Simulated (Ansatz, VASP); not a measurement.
# MoS2 in VASP and in Ansatz

```
CELL_PARAMETERS angstrom
3.11677 0.00000 0.00000
-1.55838 2.69920 0.00000
0.00000 0.00000 30.04000
ATOMIC_POSITIONS crystal
S 0.66667 0.33333 0.23289
S 0.66667 0.33333 0.33702
Mo 0.33333 0.66667 0.28495
```

Alike in both runs: functional PBEsol; dispersion D3(BJ); k mesh 12 × 12 × 1; occupations gaussian, width 0.03 eV; no spin polarisation.

Ansatz relaxed the structure, and its values are those at the end. VASP's run is a single point on that final structure, the one shown.

|  | VASP | Ansatz |
| --- | --- | --- |
| version | VASP 6.6.1 | Ansatz 0.2.0 |
| potentials or method | VASP PAW PBE potentials, release 64 (S, Mo_sv) | scalar-relativistic, plane waves, PAW |
| plane-wave cutoff (eV) | 520 | 420 |
| valence electrons in the cell | 26 | 26 |

```csv
,VASP,Ansatz,Ansatz less VASP
gap on the k mesh at the Fermi level (eV),1.90,1.90,-0.005
least direct gap on the mesh (eV),1.90,1.90,-0.005
```

Ansatz warned: «slab_cell_height_set».

 A hybrid or GW would open this gap; PBEsol tends to underestimate it.
